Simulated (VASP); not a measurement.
Set up this calculation in VASP 6.6.1, as the native input.

```yaml
Task: single point
Functional: PBE
Potentials_or_basis: VASP PAW PBE potentials, release 64 (Ag, Cl)
Cutoff: 520 eV
k_mesh: 6 × 6 × 6
Occupations: gaussian, width 0.01 eV
Spin: no spin polarisation
Dipole_correction: no
Further_INCAR_settings: ALGO = Normal; EDIFF = 1e-07; NBANDS = 16
```

The structure of AgCl lies in POSCAR:

```
AgCl
1.0
    3.3955880419      0.0000000000      0.0000000000
    0.0000000000      3.3955880419      0.0000000000
    0.0000000000      0.0000000000      3.3955880419
Ag Cl
1 1
Direct
    0.0000000000      0.0000000000      0.0000000000
    0.5000000000      0.5000000000      0.5000000000
```

The cell was built by a generator and needn't be a form met in nature.

These files were run (other wordings do the same):

INCAR

```
SYSTEM = AgCl
PREC = Accurate
ENCUT = 520
EDIFF = 1E-7
ISMEAR = 0
SIGMA = 0.01
LREAL = .False.
LASPH = .True.
NELM = 100
ALGO = Normal
ISIF = 2
LWAVE = .False.
LCHARG = .True.
GGA = PE
LELF = .True.
LVHAR = .True.
NBANDS = 16
```

KPOINTS

```
Automatic mesh
0
Gamma
  6 6 6
  0 0 0
```

Potentials or basis: VASP PAW PBE potentials, release 64 (Ag, Cl).

Launch:

```sh
$ cat potpaw_PBE.64/Ag/POTCAR potpaw_PBE.64/Cl/POTCAR > POTCAR
$ mpirun -np 1 vasp_std > vasp.out
```

It gave:

| Quantity | Value |
| --- | --- |
| Pressure | 1.5 GPa |
| Band gap on the k mesh | 0.58 eV, indirect (least direct gap 2.19 eV) |

Run time: 15 s on 1 thread of Intel(R) Xeon(R) Platinum 8259CL CPU @ 2.50GHz (Skylake/Cascade Lake) (shared host), peak memory 0.15 GiB.
